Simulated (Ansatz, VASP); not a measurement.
Two plane-wave programs on GaAs

```
Ga As
1.0
     3.81014    0.00000    0.00000
     0.00000    3.81014    0.00000
     0.00000    0.00000    2.73891
Ga As
1 1
Direct
  0.50000 0.50000 0.50000
  0.00000 0.00000 0.50000
```

Alike in both runs: functional PBE; k mesh 14 × 14 × 20; occupations gaussian, width 0.1 eV; no spin polarisation.

Ansatz relaxed the structure, and its values are those at the end. VASP's run is a single point on that final structure, the one shown.

```csv
,VASP,Ansatz
version,VASP 6.6.1,Ansatz 0.2.0
potentials or method,"VASP PAW PBE potentials, release 64 (Ga_d, As)","scalar-relativistic, plane waves, PAW"
plane-wave cutoff (eV),520,420
valence electrons in the cell,18,28
```

```csv
,VASP,Ansatz,Ansatz less VASP
gap on the k mesh at the Fermi level (eV),none,none,-
pressure (GPa),0.2,0.0,-0.15
```

A gap of «none» marks a metal or a gap that the smearing closes. The functional is the same, so the differences come from potentials, cutoffs and numerics. The two sets of potentials don't hold the same shells in valence.
